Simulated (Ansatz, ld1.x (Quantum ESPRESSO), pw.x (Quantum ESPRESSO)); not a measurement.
Equation-of-state test of one TM potential (technetium (Tc))

| Property | Result |
| --- | --- |
| Element | technetium (Tc) |
| Generator | ld1.x (Quantum ESPRESSO) 7.5 |
| Type | norm-conserving Troullier–Martins (Kleinman–Bylander form) |
| Functional | PBE |
| Relativity | scalar-relativistic |
| Frozen core | [Kr] |
| Valence charge | 7 |
| Reference configuration | 4d5 5s0 5p0 (charge +2) |
| Partial waves | 5p (bound, empty): rc 2.35 bohr; 4d (bound): rc 2.06 bohr; 5s (bound, empty): rc 2.50 bohr |
| Local potential | the s channel |
| Core correction | none |

Crystal test: bcc Tc in pw.x 7.5, no spin, 15³ k-points, Fermi–Dirac smearing 0.01 Ry, cutoffs 60/240 Ry. The reference is all-electron LAPW (Ansatz 0.2.0) with the same functional, mesh and smearing; V0 and B0 come from Birch–Murnaghan fits to the pressures at five volumes. Errors are pseudo minus all-electron; Δ is the rms difference of the E(V) curves that follow from these fits, minima aligned, over ±6 % about the mean V0. Mesh and smearing are coarse, so the numbers serve the comparison and aren't converged zero-temperature values; the lattice is a test structure that the element need not adopt.

```csv
V (Å³/atom),P all-electron (GPa),P pseudo (GPa)
13.899,17.20,15.09
14.265,8.23,5.23
14.631,0.42,-3.31
14.997,-6.37,-10.67
15.363,-12.28,-17.05
```

All-electron: a0 = 3.083 Å (V0 = 14.65 Å³/atom), B0 = 289.0 GPa.

Pseudopotential: mean pressure error (GPa): -3.58; a0 (Å): 3.071; a0 error (%): -0.39; B0 error (%): +15.1; Δ (meV/atom): 11.3. This is a poor potential for the solid.

**Question.** At the middle volume, how do free energy and pressure move when the wave cutoff is lowered (ecutrho kept at four times it)?

**Answer.**

| cutoff (Ry) | shift of F (meV/atom) | shift of P (GPa) |
| --- | --- | --- |
| 27 | +3188.2 | -139.12 |
| 36 | +286.6 | -21.69 |
| 48 | +3.8 | -0.35 |

The run at the middle volume (120 k-points, 14 iterations) took about 18 s on one core of a shared host (Neoverse-V1, 32 threads, 247 GiB, load 12).
